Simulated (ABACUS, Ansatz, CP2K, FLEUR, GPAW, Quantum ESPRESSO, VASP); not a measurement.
## Co: programs and potentials compared

```xyz
2
Lattice="2.4720 0.0000 0.0000 -1.2360 2.1408 0.0000 0.0000 0.0000 4.0211" Properties=species:S:1:pos:R:3 pbc="T T T"
Co    1.2570    0.6694    2.9866
Co    0.0418    1.3977    0.9655
```

Atoms were shifted at random by some hundredths of an Å from the given cell, which wasn't relaxed again for these runs.

Alike in all runs: task single point; functional PBE; k mesh 12 × 12 × 7; occupations fermi-dirac, width 0.05 eV; collinear spin, ferromagnetic start; no spin-orbit coupling. Pressure is positive in compression and, in plane waves, holds the error of the finite cutoff.

| program and potentials | plane-wave cutoff (eV) | notes | pressure (GPa) | net moment per atom (μB) | largest force (eV/Å) | energy over the undisturbed cell (meV/atom) |
| --- | --- | --- | --- | --- | --- | --- |
| CP2K, POTENTIAL_UZH Co GTH-PBE-q17; TZVP-MOLOPT-PBE-GTH basis | - | atomic basis; 17 valence electrons an atom on average | 6.60 | 1.66 | 0.094 | 0.44 |
| Ansatz, all-electron LAPW, scalar-relativistic | - | - | 4.70 | 1.61 | 0.095 | - |
| Quantum ESPRESSO, SSSP 1.3 efficiency PBE | 748 | 17 valence electrons an atom on average | 5.01 | 1.65 | 0.092 | 0.55 |
| FLEUR, all-electron, FLAPW | - | - | - | 1.61 | 0.095 | 0.60 |
| VASP, PBE PAW files Co, 520 eV | 520 | 9 valence electrons an atom on average | 3.90 | 1.60 | 0.095 | - |
| ABACUS, PseudoDojo NC SR 0.4.1 PBE standard, plane waves | 1320 | 17 valence electrons an atom on average | 5.31 | 1.63 | 0.094 | 0.56 |
| GPAW, GPAW PAW data sets (gpaw-data 1.2.1) | 600 | 9 valence electrons an atom on average | 4.86 | 1.60 | 0.099 | - |

Force on atom 2 (Co), eV/Å:

```csv
program and potentials,x,y,z
"CP2K, POTENTIAL_UZH Co GTH-PBE-q17; TZVP-MOLOPT-PBE-GTH basis",-0.049,-0.035,0.072
"Ansatz, all-electron LAPW, scalar-relativistic",-0.053,-0.038,0.069
"Quantum ESPRESSO, SSSP 1.3 efficiency PBE",-0.050,-0.036,0.069
"FLEUR, all-electron, FLAPW",-0.053,-0.038,0.070
"VASP, PBE PAW files Co, 520 eV",-0.054,-0.038,0.069
"ABACUS, PseudoDojo NC SR 0.4.1 PBE standard, plane waves",-0.051,-0.036,0.070
"GPAW, GPAW PAW data sets (gpaw-data 1.2.1)",-0.054,-0.038,0.074
```

The pressure spans 3.90 (VASP, PBE PAW files Co, 520 eV) to 6.60 GPa (CP2K, POTENTIAL_UZH Co GTH-PBE-q17; TZVP-MOLOPT-PBE-GTH basis), with all-electron results at 4.70. The net moment per atom spans 1.60 (VASP, PBE PAW files Co, 520 eV) to 1.66 μB (CP2K, POTENTIAL_UZH Co GTH-PBE-q17; TZVP-MOLOPT-PBE-GTH basis), with all-electron results at 1.61. The state is the one that the start led to, which needn't be the lowest. The pressure on the cell as given of CP2K, POTENTIAL_UZH Co GTH-PBE-q17; TZVP-MOLOPT-PBE-GTH basis lies far from the others; the cause wasn't traced. Rows in atomic bases carry the error of their basis and grid, which can be large.

Differences between rows come from potentials, basis sets and numerical settings, since the functional is the same but for its coding. Runs on potential files found faulty are left out.
